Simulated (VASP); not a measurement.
The system is BN.

```
CELL_PARAMETERS angstrom
2.49824 0.00000 0.00000
-1.24912 2.16354 0.00000
0.00000 0.00000 6.63570
ATOMIC_POSITIONS crystal
N 0.66667 0.33333 0.25000
N 0.33333 0.66667 0.75000
B 0.66667 0.33333 0.75000
B 0.33333 0.66667 0.25000
```

Base run:

| Item | Value |
| --- | --- |
| Program | VASP 6.6.1 |
| Functional | BEEF-vdW |
| Potentials or basis | VASP PAW PBE potentials, release 64 (N_GW, B_GW) |
| Cutoff | 600 eV |
| k mesh | 12 × 12 × 4 |
| Occupations | gaussian, width 0.05 eV |
| Spin | no spin polarisation |

Its results: band gap on the k mesh 4.51 eV, indirect (least direct gap 4.86 eV); pressure 4.4 GPa.

**Question.** The run is repeated on the same cell with these changes: functional from BEEF-vdW to RPBE; cutoff from 600 eV to 550 eV. What comes out?

**Answer.** Band gap on the k mesh 4.41 eV, indirect (least direct gap 4.75 eV); pressure 8.5 GPa.

Caveats: the PAW data sets were made with another functional, which shifts forces and pressure a little; this functional lacks dispersion, which binds the layers, so the pressure and a relaxed spacing across them are unreliable (some runs).

A k mesh can miss the band edges.

Not every run made on this cell is shown here.
